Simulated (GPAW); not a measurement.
Runs of GPAW 26.7.0 on AgBr. Symmetry: Fm-3m, No. 225, cubic system. Conventional cell: a = 5.740 Å, b = 5.740 Å, c = 5.740 Å, α = 90.00°, β = 90.00°, γ = 90.00°. Ag (site symmetry m-3m) has 6 Br at 2.87 Å as nearest neighbours. Br (site symmetry m-3m) is surrounded by 6 Ag at 2.87 Å. 

```tsv
level	U	gap on the mesh (eV)	pressure (GPa)
PBEsol	-	(c)	-1.4
PBEsol+U	Ag d U = 3 eV	1.04	-0.9
PBEsol+U	Ag d U = 6 eV	1.50	-0.3
PBEsol+U	Ag d U = 8 eV	1.77	0.0
PBEsol+U	Ag d U = 5 eV	(b)	(a)
```

Alike in all rows: task density of states; potentials or basis PAW data sets generated in the run's folder for this functional, pw; no spin polarisation; cell as given; k mesh 8 × 8 × 8; cutoff (eV) 600; smearing fermi-dirac 0.05 eV.

Question: Fill in the values left out.

Answer: (a) -0.5; (b) 1.36; (c) 0.49.

A k mesh can miss the band edges, and the runs leave out spin-orbit coupling on Ag, Br.
